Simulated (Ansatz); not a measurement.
**Sr: a listed cell, distorted in several ways**

Aim: see how energy, forces, stress and gap of Sr answer to moves of single atoms, swapped elements, distortions that keep the symmetry. Nothing is relaxed unless a step says so.

Method: DFT PBE, scalar-relativistic, plane waves, PAW, in Ansatz 0.2.0.

### 1 Starting point

It takes space group P-62m (No. 189, hexagonal). The conventional cell has a = 7.066 Å, b = 7.066 Å, c = 3.817 Å, α = 90.00°, β = 90.00°, γ = 120.00°. Sr (site symmetry m2m) has 8 Sr at 3.82 to 4.09 Å as nearest neighbours.

As a file:

```cif
data_structure
_symmetry_space_group_name_H-M 'P 1'
_symmetry_Int_Tables_number 1
_cell_length_a 7.0660
_cell_length_b 7.0660
_cell_length_c 3.8166
_cell_angle_alpha 90.000
_cell_angle_beta 90.000
_cell_angle_gamma 120.000
_cell_volume 165.03
loop_
_atom_site_label
_atom_site_type_symbol
_atom_site_fract_x
_atom_site_fract_y
_atom_site_fract_z
_atom_site_occupancy
Sr1 Sr 0.00000 0.66578 0.00000 1
Sr2 Sr 0.33422 0.33422 0.00000 1
Sr3 Sr 0.66578 0.00000 0.00000 1
```

The structure comes from the Materials Project (structure only).

### 2 One atom moved

The change: atom 2 (Sr) moved by 0.23 Å.

File input.yaml:

```yaml
crystal:
  lattice:
    - [7.0659524677, 0.0, 0.0]
    - [-3.5329762338, 6.1192943389, 0.0]
    - [0.0, 0.0, 3.816632605]
  atoms:
    - { symbol: Sr, position: [0.0, 0.66578329, 0.0] }
    - { symbol: Sr, position: [0.3342552551, 0.3308519429, -0.0586197371] }
    - { symbol: Sr, position: [0.66578329, 0.0, 0.0] }
basis:
  ecutwfc: 420
kpoints:
  mp_grid: { grid: [6, 6, 10] }
hamiltonian:
  xc: pbe
scf:
  occupations: { method: gaussian, width: 0.1 }
output:
  forces: true
  stress: true
  eigenvalues: true
```

The run is started by

```sh
> ansatz run input.yaml --threads 1 --pin off --max-ram 1331MiB --backend cpu --events-out ev --progress --plain --runs-dir out
```

### 3 One element swapped, cell strained: Sr → Ba, first probe

File input.yaml:

```yaml
crystal:
  lattice:
    - [7.341088699, 0.0, 0.0]
    - [-3.6705443495, 6.3575693047, 0.0]
    - [0.0, 0.0, 3.8437007506]
  atoms:
    - { symbol: Ba, position: [0.0, 0.7011642243, 0.0] }
    - { symbol: Ba, position: [0.2988357757, 0.2988357757, 0.0] }
    - { symbol: Ba, position: [0.7011642243, 0.0, 0.0] }
basis:
  ecutwfc: 420
kpoints:
  mp_grid: { grid: [3, 3, 6] }
hamiltonian:
  xc: pbe
scf:
  occupations: { method: gaussian, width: 0.1 }
output:
  forces: true
  stress: true
  eigenvalues: true
```

### 4 One element swapped, cell strained: Sr → Ba

input.yaml, as its differences from that of step 3:

```diff
@@ -12,3 +12,3 @@
 kpoints:
-  mp_grid: { grid: [3, 3, 6] }
+  mp_grid: { grid: [9, 9, 12] }
 hamiltonian:
```

### 5 One element swapped, cell strained: Sr → Be, first probe

File input.yaml:

```yaml
crystal:
  lattice:
    - [4.8445683319, 0.0, 0.0]
    - [-2.4222841659, 4.1955192458, 0.0]
    - [0.0, 0.0, 2.6565754626]
  atoms:
    - { symbol: Be, position: [0.0, 0.6799356637, 0.0] }
    - { symbol: Be, position: [0.3200643363, 0.3200643363, 0.0] }
    - { symbol: Be, position: [0.6799356637, 0.0, 0.0] }
basis:
  ecutwfc: 420
kpoints:
  mp_grid: { grid: [6, 6, 6] }
hamiltonian:
  xc: pbe
scf:
  occupations: { method: gaussian, width: 0.1 }
output:
  forces: true
  stress: true
  eigenvalues: true
```

### 6 Substitution of an element, cell strained: Sr → Be

input.yaml, as its differences from that of step 5:

```diff
@@ -12,3 +12,3 @@
 kpoints:
-  mp_grid: { grid: [6, 6, 6] }
+  mp_grid: { grid: [12, 12, 16] }
 hamiltonian:
```

### 7 A change within the space group

File input.yaml:

```yaml
crystal:
  lattice:
    - [7.2194249553, 0.0, 0.0]
    - [-3.6097124776, 6.2522054119, 0.0]
    - [0.0, 0.0, 3.8422803761]
  atoms:
    - { symbol: Sr, position: [0.0, 0.6799356637, 0.0] }
    - { symbol: Sr, position: [0.3200643363, 0.3200643363, 0.0] }
    - { symbol: Sr, position: [0.6799356637, 0.0, 0.0] }
basis:
  ecutwfc: 420
kpoints:
  mp_grid: { grid: [9, 9, 12] }
hamiltonian:
  xc: pbe
scf:
  occupations: { method: gaussian, width: 0.1 }
output:
  forces: true
  stress: true
  eigenvalues: true
```

### 8 A change within the space group

input.yaml, as its differences from that of step 7:

```diff
@@ -2,5 +2,5 @@
   lattice:
-    - [7.2194249553, 0.0, 0.0]
-    - [-3.6097124776, 6.2522054119, 0.0]
-    - [0.0, 0.0, 3.8422803761]
+    - [7.0882808775, 0.0, 0.0]
+    - [-3.5441404387, 6.138631309, 0.0]
+    - [0.0, 0.0, 3.5996952077]
   atoms:
@@ -21 +21,2 @@
   eigenvalues: true
+  populations: true
```

Before running it: what results should come out? Wanted: for each run, case; energy; pressure; largest force.

**Answer**, as computed:

| step | case | energy (meV/atom) | pressure (GPa) | largest force (eV/Å) | gap on the mesh (eV) |
| --- | --- | --- | --- | --- | --- |
| 2 | one atom moved | +0.0 | 0.0 | 0.13 | 0.00 |
| 4 | one element swapped, cell strained: Sr → Ba | n/a | 0.5 | 0.64 | 0.00 |
| 6 | substitution of an element, cell strained: Sr → Be | n/a | -18.7 | 0.06 | 0.00 |
| 7 | a change within the space group | +19.7* | -0.4 | 0.22 | 0.00 |
| 8 | a change within the space group | +38.7* | 0.5 | 0.24 | 0.00 |

Energies are counted from step 2, with the smearing taken to zero; a star marks another k mesh, which can shift energies by itself, so starred rows don't rank against the others. Other atoms or functionals have another zero of energy (n/a). A gap of 0.00 means none on the mesh at this level.

In words: Among the distorted cells of the listed formula and level the largest force, 0.24 eV/Å, comes in step 8, shared by 3 atoms. The distorted cells of the listed formula and level show no gap on the mesh.
